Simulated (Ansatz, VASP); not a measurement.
**Two plane-wave programs on Zr**

```
CELL_PARAMETERS angstrom
0.00000 -3.57460 3.57460
3.57460 -3.57460 0.00000
3.57460 0.00000 3.57460
ATOMIC_POSITIONS crystal
Zr 0.00000 0.00000 0.00000
Zr 0.25000 0.25000 0.25000
Zr 0.50000 0.50000 0.50000
Zr 0.75000 0.75000 0.75000
```

Alike in both runs: functional PBE; k mesh 10 × 10 × 10; occupations gaussian, width 0.1 eV; no spin polarisation.

Ansatz relaxed the structure, and its values are those at the end. VASP's run is a single point on that final structure, the one shown.

```csv
,VASP,Ansatz
version,VASP 6.6.1,Ansatz 0.2.0
potentials or method,"VASP PAW PBE potentials, release 64 (Zr_sv)","scalar-relativistic, plane waves, PAW"
plane-wave cutoff (eV),520,420
valence electrons in the cell,48,48
```

```csv
,VASP,Ansatz,Ansatz less VASP
gap on the k mesh at the Fermi level (eV),none,none,-
pressure (GPa),-0.1,-0.1,-0.03
```

A gap of «none» marks a metal or a gap that the smearing closes. With one functional, cell and mesh, what is left measures potentials, basis and numerics.
